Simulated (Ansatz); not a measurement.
# Dielectric response of ZnS (110) films

Wanted: ε of zincblende ZnS (110) by finite fields on slabs, and the band edges against the vacuum where run.

Calculated with Ansatz 0.2.0; plane-wave DFT, PBEsol, Ansatz PAW.

## Step 1: The starting structure

The cell holds 10 atoms: 5 Zn and 5 S. Cell: a = 3.825 Å, b = 5.410 Å, c = 25.651 Å, α = 90.0°, β = 90.0°, γ = 90.0°. It derives from ZnS (zincblende ZnS). Vacuum lies along c.

## Step 2: Relaxing the film, 10 atoms, units 5

The structure is relaxed first, because levels and dipoles at a surface follow the positions of the outer atoms.

File input.yaml:

```yaml
crystal:
  lattice:
    - [3.82544769, 0.0, 0.0]
    - [0.0, 5.41, 0.0]
    - [0.0, 0.0, 25.6508953724]
  atoms:
    - { symbol: Zn, position: [0.5, 0.5, 0.3508649452] }
    - { symbol: S, position: [0.0, 0.75, 0.3508649452] }
    - { symbol: Zn, position: [0.0, 0.0, 0.4254324726] }
    - { symbol: S, position: [0.5, 0.25, 0.4254324726] }
    - { symbol: Zn, position: [0.5, 0.5, 0.5] }
    - { symbol: S, position: [0.0, 0.75, 0.5] }
    - { symbol: Zn, position: [0.0, 0.0, 0.5745675274] }
    - { symbol: S, position: [0.5, 0.25, 0.5745675274] }
    - { symbol: Zn, position: [0.5, 0.5, 0.6491350548] }
    - { symbol: S, position: [0.0, 0.75, 0.6491350548] }
kpoints:
  mp_grid: { grid: [8, 6, 1] }
hamiltonian:
  xc: pbesol
scf:
  occupations: { method: fixed }
  convergence: { dr2_threshold: 1.0e-09 }
efield:
  axis: 3
  dipole_correction: true
  ramp_position: 0.97
  ramp_width: 0.06
relax:
  f_tol: 0.003
  max_steps: 100
output:
  write_potential: true
  write_density: true
  volumetric_format: npy
```

Started as:

```sh
$ ansatz run input.yaml --threads 16 --pin off --max-ram 32768MiB --backend cpu --events-out ev --progress --plain --runs-dir out
```

Numbers of over 12 decimals in the logs are rounded to 6 here.

The log of the run:

```text
Engine: ansatz 0.2.0, aarch64-unknown-linux-gnu
Pseudopotentials: kind: paw
Pseudopotential: Zn, paw, valence charge 12, recommended cutoff 420 eV (normal), Zn.paw.azcp
Pseudopotential: S, paw, valence charge 6, recommended cutoff 420 eV (normal), S.paw.azcp
Functional definition: PBEsol
  exchange = pbesol_x
  correlation = pbesol_c
Crystal: 10 atoms, lattice volume = 530.863 Å³
Basis set: ecut = 420 eV, 10379 PW (Γ), exchange–correlation on 54×80×360 points (8 copies of the dense FFT grid, shifted against one another)
Bands: 55, of which v1, the nominal top of the filled ones, is band 45 counted from 1 (44 counted from 0)
Symmetry: 2 space group operations
k-points: 20 of 48 (time reversal used)
Non-local potential: Zn, projectors of the file, l = 0: 2, l = 1: 2, l = 2: 3, l = 3: 1
Non-local potential: S, projectors of the file, l = 0: 2, l = 1: 2, l = 2: 2
PAW form: soft (Blöchl's): semilocal exchange-correlation on the pseudo side does not see the compensation charge
PAW frozen core: Zn, regenerated for the run's functional, and the local potential with it (the file was generated under x = pbe(κ = 0.804, μ = 0.219515), c = pbe(β = 0.066725))
PAW frozen core: S, regenerated for the run's functional, and the local potential with it (the file was generated under x = pbe(κ = 0.804, μ = 0.219515), c = pbe(β = 0.066725))
PAW one-centre angular grid: Zn, 590 points (default); XC on 64 Gauss nodes
PAW one-centre angular grid: S, 110 points (default); XC on 64 Gauss nodes
Initial density: superposition of atomic densities (neutral atoms: chi_scale 0, normalization atom), corrected by the library's trained network
Initial wavefunctions: pseudopotential atomic-orbital guess
Functional: x = pbesol(κ = 0.804, μ = 0.123457), c = pbesol(β = 0.046)
SCF iter   1: F=—  HF=-20834.766013 eV  |F-HF|=—  |Δ(HF+E_count)|=         —  Δρ=2.98e-3  dr2=7.07e-2  ethr=1.77e-3  p=-0.000 e·Å  D=-2.09e-14 V/Å  ΔV_dip=0.00 eV  dr2_dipole=1.12e-7  V_vac-E_F(+/−)=5.23/5.23 eV  ⟨swp⟩=5.3  Hψ=4395  notcnv=0  defer=159
efield: sawtooth ramp at fractional position 0.9700 (set: `efield.ramp_position`, or a place that a band, a saddle search or an elastic batch's reference lends), width 0.0600; the density the first Hamiltonian is built on has a dipole p = -0.000 e·Å; the dipole correction subtracts the counter field D = -2.09e-14 V/Å, which shifts the + side's vacuum level by +0.00 eV against the − side's; the planar-averaged density in the ramp window peaks in size at 9.4e-7 e/Å³
preconditioner: auto → Resta (q_TF=auto, 2.030 Å⁻¹)  ε∞=3.3  [insulator: Δε(μ)=1.364 eV  Ē_g=10.061 eV  n_scr=72 (ndim 8)  ℏωp=15.3 eV  f_vac=0.583  ε∞_Penn≈3.3  vacuum switching on, ρ_ref=7.3e-3 e/Å³]
SCF iter   2: F=—  HF=-20834.749709 eV  |F-HF|=—  |Δ(HF+E_count)|=   1.63e-2  Δρ=8.61e-4  dr2=5.96e-3  ethr=7.85e-5  p=0.000 e·Å  D=4.24e-5 V/Å  ΔV_dip=-0.00 eV  dr2_dipole=1.44e-7  V_vac-E_F(+/−)=5.39/5.39 eV  ⟨swp⟩=2.8  Hψ=2053  notcnv=0  defer=160
density mixer auto → msr1: gapped (density of states about μ 0.07 of a free-electron gas's, 72 screened modes)
SCF iter   3: F=—  HF=-20834.749066 eV  |F-HF|=—  |Δ(HF+E_count)|=   6.43e-4  Δρ=6.27e-4  dr2=1.46e-3  ethr=6.63e-6  p=-0.000 e·Å  D=-2.18e-5 V/Å  ΔV_dip=0.00 eV  dr2_dipole=2.99e-8  V_vac-E_F(+/−)=5.40/5.40 eV  ⟨swp⟩=2.0  Hψ=1925  notcnv=0  defer=160
SCF iter   4: F=—  HF=-20834.748797 eV  |F-HF|=—  |Δ(HF+E_count)|=   2.69e-4  Δρ=1.90e-4  dr2=1.64e-4  ethr=1.62e-6  p=-0.000 e·Å  D=-6.51e-6 V/Å  ΔV_dip=0.00 eV  dr2_dipole=2.34e-9  V_vac-E_F(+/−)=5.41/5.41 eV  ⟨swp⟩=2.0  Hψ=1871  notcnv=0  defer=160
SCF iter   5: F=—  HF=-20834.748864 eV  |F-HF|=—  |Δ(HF+E_count)|=   6.72e-5  Δρ=5.78e-5  dr2=2.58e-5  ethr=1.82e-7  p=0.000 e·Å  D=8.25e-6 V/Å  ΔV_dip=-0.00 eV  dr2_dipole=5.07e-9  V_vac-E_F(+/−)=5.41/5.41 eV  ⟨swp⟩=2.0  Hψ=1849  notcnv=0  defer=158
SCF iter   6: F=—  HF=-20834.748877 eV  |F-HF|=—  |Δ(HF+E_count)|=   1.30e-5  Δρ=2.17e-5  dr2=2.18e-6  ethr=2.87e-8  p=-0.000 e·Å  D=-3.15e-6 V/Å  ΔV_dip=0.00 eV  dr2_dipole=6.19e-10  V_vac-E_F(+/−)=5.41/5.41 eV  ⟨swp⟩=2.5  Hψ=1852  notcnv=0  defer=145
SCF iter   7: F=—  HF=-20834.748745 eV  |F-HF|=—  |Δ(HF+E_count)|=   1.32e-4  Δρ=1.81e-5  dr2=1.13e-6  ethr=2.42e-9  p=0.000 e·Å  D=4.28e-6 V/Å  ΔV_dip=-0.00 eV  dr2_dipole=1.36e-9  V_vac-E_F(+/−)=5.41/5.41 eV  ⟨swp⟩=2.0  Hψ=1999  notcnv=0  defer=138
SCF iter   8: F=—  HF=-20834.748745 eV  |F-HF|=—  |Δ(HF+E_count)|=   3.61e-7  Δρ=2.92e-6  dr2=3.70e-8  ethr=1.26e-9  p=0.000 e·Å  D=4.76e-7 V/Å  ΔV_dip=-0.00 eV  dr2_dipole=2.03e-11  V_vac-E_F(+/−)=5.41/5.41 eV  ⟨swp⟩=2.0  Hψ=1831  notcnv=0  defer=138
SCF iter   9: F=—  HF=-20834.748745 eV  |F-HF|=—  |Δ(HF+E_count)|=   2.63e-8  Δρ=1.04e-6  dr2=4.94e-9  ethr=4.11e-11  p=-0.000 e·Å  D=-4.85e-7 V/Å  ΔV_dip=0.00 eV  dr2_dipole=1.58e-11  V_vac-E_F(+/−)=5.41/5.41 eV  ⟨swp⟩=2.0  Hψ=1871  notcnv=0  defer=138
SCF iter  10: F=—  HF=-20834.748745 eV  |F-HF|=—  |Δ(HF+E_count)|=   8.15e-9  Δρ=4.83e-7  dr2=1.16e-9  ethr=1.11e-12  p=0.000 e·Å  D=5.07e-7 V/Å  ΔV_dip=-0.00 eV  dr2_dipole=1.95e-11  V_vac-E_F(+/−)=5.41/5.41 eV  ⟨swp⟩=8.0  Hψ=7134  notcnv=0
SCF iter  11: F=-20834.748745 eV  HF=-20834.748745 eV  |F-HF|=5.02e-10  |Δ(HF+E_count)|=  9.24e-10  Δρ=3.26e-7  dr2=3.81e-10  ethr=1.11e-12  p=-0.000 e·Å  D=-2.10e-7 V/Å  ΔV_dip=0.00 eV  dr2_dipole=3.14e-12  V_vac-E_F(+/−)=5.41/5.41 eV  ⟨swp⟩=8.0  Hψ=6843  notcnv=0
SCF 1 converged in 11 iterations: F = -20834.748745 eV  dr2 = 3.81e-10
  greatest PAW one-centre occupation: 0.985 electrons in one spin orbital (limit 2), on the Zn atom at site 8 (counted from 0), in its partial waves of l = 2
relax step   1: F+E_penalty+E_count = -20834.74874474 eV  Δ(F+E_penalty+E_count) = +0.000e0 eV  max|allowed force component| = 1.294e0 eV/Å  Δτ_max = 0.0000 Å  (11 SCF iters, accepted)
Initial density: handed on by an earlier stage of this run
Initial wavefunctions: those handed on with the density
iter 1 solved again at ethr=1.01e-4 eV; its pass at ethr=3.10e-3 eV (dr2=9.11e-2 eV) is discarded
SCF iter   1: F=—  HF=-20835.409263 eV  |F-HF|=—  |Δ(HF+E_count)|=         —  Δρ=3.62e-3  dr2=9.06e-2  ethr=1.01e-4  p=-0.000 e·Å  D=-2.10e-7 V/Å  ΔV_dip=0.00 eV  dr2_dipole=2.52e-12  V_vac-E_F(+/−)=5.43/5.43 eV  ⟨swp⟩=1.3  Hψ=5093  notcnv=0  defer=159
[...]
relax step   4: F+E_penalty+E_count = -20835.82253076 eV  Δ(F+E_penalty+E_count) = -8.784e-2 eV  max|allowed force component| = 7.211e-2 eV/Å  Δτ_max = 0.1946 Å  (11 SCF iters, accepted)
[...]
relax step   5: F+E_penalty+E_count = -20835.82482559 eV  Δ(F+E_penalty+E_count) = -2.295e-3 eV  max|allowed force component| = 1.473e-2 eV/Å  Δτ_max = 0.0187 Å  (8 SCF iters, accepted)
[...]
relax step   6: F+E_penalty+E_count = -20835.82483933 eV  Δ(F+E_penalty+E_count) = -1.374e-5 eV  max|allowed force component| = 1.438e-2 eV/Å  Δτ_max = 0.0060 Å  (7 SCF iters, accepted)
[...]
relax step   7: F+E_penalty+E_count = -20835.82489823 eV  Δ(F+E_penalty+E_count) = -5.890e-5 eV  max|allowed force component| = 5.693e-3 eV/Å  Δτ_max = 0.0024 Å  (7 SCF iters, accepted)
SCF iter   1: F=—  HF=-20835.825042 eV  |F-HF|=—  |Δ(HF+E_count)|=         —  Δρ=1.44e-5  dr2=2.36e-6  ethr=2.31e-8  p=-0.000 e·Å  D=-4.68e-9 V/Å  ΔV_dip=0.00 eV  dr2_dipole=1.22e-16  V_vac-E_F(+/−)=6.10/6.10 eV  ⟨swp⟩=2.2  Hψ=2367  notcnv=0  defer=160
efield: sawtooth ramp at fractional position 0.9700 (set: `efield.ramp_position`, or a place that a band, a saddle search or an elastic batch's reference lends), width 0.0600; the density the first Hamiltonian is built on has a dipole p = -0.000 e·Å; the dipole correction subtracts the counter field D = -4.68e-9 V/Å, which shifts the + side's vacuum level by +0.00 eV against the − side's; the planar-averaged density in the ramp window peaks in size at 1.5e-6 e/Å³
preconditioner: auto → Resta (q_TF=auto, 2.030 Å⁻¹)  ε∞=3.2  [insulator: Δε(μ)=2.387 eV  Ē_g=10.349 eV  n_scr=72 (ndim 8)  ℏωp=15.3 eV  f_vac=0.603  ε∞_Penn≈3.2  vacuum switching on, ρ_ref=7.8e-3 e/Å³]
SCF iter   2: F=—  HF=-20835.824902 eV  |F-HF|=—  |Δ(HF+E_count)|=   1.39e-4  Δρ=8.28e-6  dr2=4.49e-7  ethr=2.63e-9  p=-0.000 e·Å  D=-7.58e-9 V/Å  ΔV_dip=0.00 eV  dr2_dipole=6.31e-15  V_vac-E_F(+/−)=6.10/6.10 eV  ⟨swp⟩=2.0  Hψ=1446  notcnv=0  defer=53  κ⁻¹=1.0e0(r=1)
density mixer auto → broyden: gapped, where msr1 would fit the directions that read negative (density of states about μ 0.01 of a free-electron gas's, 72 screened modes)
SCF iter   3: F=—  HF=-20835.824902 eV  |F-HF|=—  |Δ(HF+E_count)|=   1.11e-7  Δρ=3.52e-6  dr2=7.12e-8  ethr=4.99e-10  p=0.000 e·Å  D=8.48e-9 V/Å  ΔV_dip=-0.00 eV  dr2_dipole=5.78e-15  V_vac-E_F(+/−)=6.10/6.10 eV  ⟨swp⟩=2.7  Hψ=1973  notcnv=0  defer=53  κ⁻¹=9.4e-2(r=2)
SCF iter   4: F=—  HF=-20835.824902 eV  |F-HF|=—  |Δ(HF+E_count)|=   5.06e-9  Δρ=1.38e-6  dr2=7.89e-9  ethr=7.91e-11  p=-0.000 e·Å  D=-3.91e-9 V/Å  ΔV_dip=0.00 eV  dr2_dipole=2.20e-15  V_vac-E_F(+/−)=6.10/6.10 eV  ⟨swp⟩=2.0  Hψ=1900  notcnv=0  defer=53  κ⁻¹=2.3e-2(r=3)
SCF iter   5: F=—  HF=-20835.824902 eV  |F-HF|=—  |Δ(HF+E_count)|=   1.42e-9  Δρ=4.94e-7  dr2=1.17e-9  ethr=8.77e-12  p=0.000 e·Å  D=4.17e-10 V/Å  ΔV_dip=-0.00 eV  dr2_dipole=9.48e-16  V_vac-E_F(+/−)=6.10/6.10 eV  ⟨swp⟩=2.0  Hψ=1821  notcnv=0  defer=53  κ⁻¹=1.5e-3(r=4)
SCF iter   6: F=-20835.824902 eV  HF=-20835.824902 eV  |F-HF|=2.40e-10  |Δ(HF+E_count)|=   1.67e-9  Δρ=1.85e-7  dr2=1.34e-10  ethr=1.11e-12  p=0.000 e·Å  D=6.74e-9 V/Å  ΔV_dip=-0.00 eV  dr2_dipole=4.50e-16  V_vac-E_F(+/−)=6.10/6.10 eV  ⟨swp⟩=7.0  Hψ=6553  notcnv=0
SCF 8 converged in 6 iterations: F = -20835.824902 eV  dr2 = 1.34e-10
relax step   8: F+E_penalty+E_count = -20835.82490212 eV  Δ(F+E_penalty+E_count) = -3.893e-6 eV  max|allowed force component| = 8.472e-4 eV/Å  Δτ_max = 0.0007 Å  (6 SCF iters, accepted)
NSCF: frozen V_eff on 20 k-points
the band table was solved once a step of the walk had ended and its energy, with any forces and stress, was formed, with the checks that follow a solve (6248 applications of the Hamiltonian). They found nothing against the state; the energy, forces and stress were not computed again (output.eigenvalues in the input reference)
WARN: The output density's exchange-correlation potential varies sharply where the density is thin. Do not read a vacuum level from v_tot or v_xc, or from such a field of the output density. On a cell that repeats whose density bears no net charge and no dipole along the vacuum's axis use v_es (v_loc + v_h of the components); under efield.dipole_correction with no amplitude use v_es + v_field, which holds any externa [...]
SCF converged after 6 iterations
Stability not checked: this state was not tested for a lower state beside it, because the mixer in use, unlike msr1, does not test its closes by its own steps (another_mixer; see scf.mixing.algorithm and scf.lower_state_search)
Free energy (F): -20835.824902 eV
Harris-Foulkes:  -20835.824902 eV  (|F-HF|=2.40e-10)
Internal energy: -20835.824902 eV  (E = F + TS)
E sigma→0 (E₀):  -20835.824902 eV
Fermi energy:    -1.742931 eV
Dipole field:    D = -0.000000 V/Å  (p = -0.000000 e·Å, saw-weighted, corrected)
Work function:   Φ+ = 6.0974 eV   Φ− = 6.0974 eV
Levels:          The Fermi level and band energies are counted from a zero that moves with the ramp; work functions are not
--- Per-component energies (eV) ---
  E_band       = -647.601229
  E_kinetic    = 1188.680533
  E_local      = -74972.540071  (includes V_loc(G=0)·N_el)
  E_nonlocal   = 3219.135237
  E_hartree    = 36309.339901
  E_xc         = -1157.862779
  E_vxc        = -697.740038  (∫ρ·V_xc dr)
  E_paw        = -11874.501707  (= ΣΔE_a)
  E_vpaw       = -2003.814612  (= ΣTr[D̂ρ^β])
  E_aug_tail   = -0.001775  (compensation charges beyond the density's cutoff)
  E_efield     = 0.000000  (sawtooth field / dipole correction)
  E_vefield    = 0.000000  (∫n·V_field dr)
  E_ewald      = 26447.629240
  E_core_change = 4.296521  (= ΣΔE_core)
  E_smearing   = -0.000000  (= −TS)
  E_closure    = 0.000000  (closes the sum)
  Σ components = -20835.824902   (vs F -20835.824902, Δ=0.00e0)
--- Forces (eV/Å), atoms counted from 1 ---
  atom   1  Zn     0.00000000    -0.00017165     0.00018157
  atom   2  S      0.00000000    -0.00000631    -0.00032292
  atom   3  Zn    -0.00000000     0.00023180     0.00084694
  atom   4  S     -0.00000000     0.00010766    -0.00057752
  atom   5  Zn     0.00000000    -0.00016374    -0.00000010
  atom   6  S     -0.00000000    -0.00015986     0.00000012
  atom   7  Zn    -0.00000000     0.00023175    -0.00084715
  atom   8  S     -0.00000000     0.00010768     0.00057770
  atom   9  Zn     0.00000000    -0.00017168    -0.00018164
  atom  10  S      0.00000000    -0.00000632     0.00032301
  max |Σ_I F_I| component: 6.68e-7 eV/Å
--- Band table (eV; the first three rows and the last of 20) ---
  k-point 0: bands = [... 41 lower, -2.0343, -1.9394, -1.9391, -1.7429, 0.6442, 1.6062, 1.6416, 2.3791, ... 6 higher]
  k-point 1: bands = [... 41 lower, -2.1320, -2.0392, -1.9787, -1.9204, 1.0481, 1.5874, 1.7589, 2.2283, ... 6 higher]
  k-point 2: bands = [... 41 lower, -2.3531, -2.3060, -2.2936, -2.0579, 1.6507, 1.7370, 1.8188, 2.1860, ... 6 higher]
  k-point 19: bands = [... 41 lower, -3.1679, -2.9012, -2.4517, -2.3364, 1.5929, 2.3129, 2.4154, 3.1769, ... 6 higher]
--- Relaxed structure (8 steps of the walk, 8 accepted, 0 SCFs on fresh bases) ---
  F+E_penalty+E_count = -20835.82490212 eV   max|allowed force component| = 8.472e-4 eV/Å
  atoms:
    - { symbol: Zn, position: [0.500000, 0.554227, 0.370550] }
    - { symbol: S, position: [-1.5313323769578775e-18, 0.747858258704, 0.348808] }
    - { symbol: Zn, position: [-1.0729766799397552e-18, -0.018032, 0.423991] }
    - { symbol: S, position: [0.500000, 0.230047, 0.426898] }
    - { symbol: Zn, position: [0.500000, 0.485425, 0.500000] }
    - { symbol: S, position: [0, 0.736374, 0.500000] }
    - { symbol: Zn, position: [1.0729773549097608e-18, -0.018032, 0.576009] }
    - { symbol: S, position: [0.500000, 0.230047, 0.573102] }
    - { symbol: Zn, position: [0.500000, 0.554227, 0.629450] }
    - { symbol: S, position: [1.5313322732732798e-18, 0.747858, 0.651192] }
```

Run time: 30 s. Hardware: 16 threads of Arm Neoverse V2, shared host; peak memory 2.5 GiB; 7.5 min of CPU time.

Relaxation path:

| step | energy less that of the first step (eV) | largest force component (eV/Å) |
| --- | --- | --- |
| 1 | 0.0000 | 1.2940 |
| 2 | -0.6522 | 0.8473 |
| 3 | -0.9859 | 0.4025 |
| 4 | -1.0738 | 0.0721 |
| 5 | -1.0761 | 0.0147 |
| 6 | -1.0761 | 0.0144 |
| 7 | -1.0762 | 0.0057 |
| 8 | -1.0762 | 0.0008 |

Forces are held to the 2 operations that the run works with; a distortion that breaks them can't arise in this run.

The atoms that moved most (Å):

| atom | dx | dy | dz | length |
| --- | --- | --- | --- | --- |
| Zn1 | 0.000 | 0.293 | 0.505 | 0.584 |
| Zn9 | 0.000 | 0.293 | -0.505 | 0.584 |
| S8 | 0.000 | -0.108 | -0.038 | 0.114 |
| S4 | 0.000 | -0.108 | 0.038 | 0.114 |
| Zn7 | 0.000 | -0.098 | 0.037 | 0.104 |
| Zn3 | 0.000 | -0.098 | -0.037 | 0.104 |
| Zn5 | 0.000 | -0.079 | 0.000 | 0.079 |
| S6 | 0.000 | -0.074 | 0.000 | 0.074 |

This step gave:

```yaml
gap_on_the_k_mesh: 2.387 eV
dipole_along_the_normal: -3.16e-8 e·Å
ionisation_energy_upper_face: 6.097 eV
electron_affinity_upper_face: 3.710 eV
```

Running mean over 1.913 Å of the planar mean; the ramp of the sawtooth is left out. Electron's electrostatic potential energy less the highest filled level against z:

| z (Å) | electron's electrostatic potential energy less the highest filled level (eV) |
| --- | --- |
| 3 | 6.10 |
| 4 | 6.10 |
| 5 | 6.10 |
| 6 | 6.09 |
| 7 | 5.89 |
| 8 | 3.33 |
| 9 | -1.23 |
| 10 | -3.35 |
| 11 | -2.84 |
| 12 | -2.32 |
| 13 | -2.27 |
| 14 | -2.39 |
| 15 | -3.30 |
| 16 | -2.77 |
| 17 | 0.0564 |
| 18 | 4.72 |
| 19 | 6.03 |
| 20 | 6.09 |
| 21 | 6.10 |
| 22 | 6.10 |

The relaxation took 8 steps and lowered the energy by 1.1 eV; the largest force on the free atoms ends at 8.5e-4 eV/Å.

The gap is 2.39 eV, with the valence edge 6.10 eV and the conduction edge 3.71 eV under the upper vacuum level.

(Continued in part 2 of 6.)

[Logs are printed without paths, hosts, clocks, repeated set-up lines and the standing remarks that a program may print on its own settings, such as how far it seeks lower states.]

[Hosts, paths, dates, database ids (printed as entryN), source tags and the programs' standing remarks are cut or masked in the printed files.]

[Maps of the electrostatic potential energy from Ansatz leave out the sawtooth potential of an applied field or a dipole correction, so their vacuum need not be flat; planar profiles and work functions include it.]
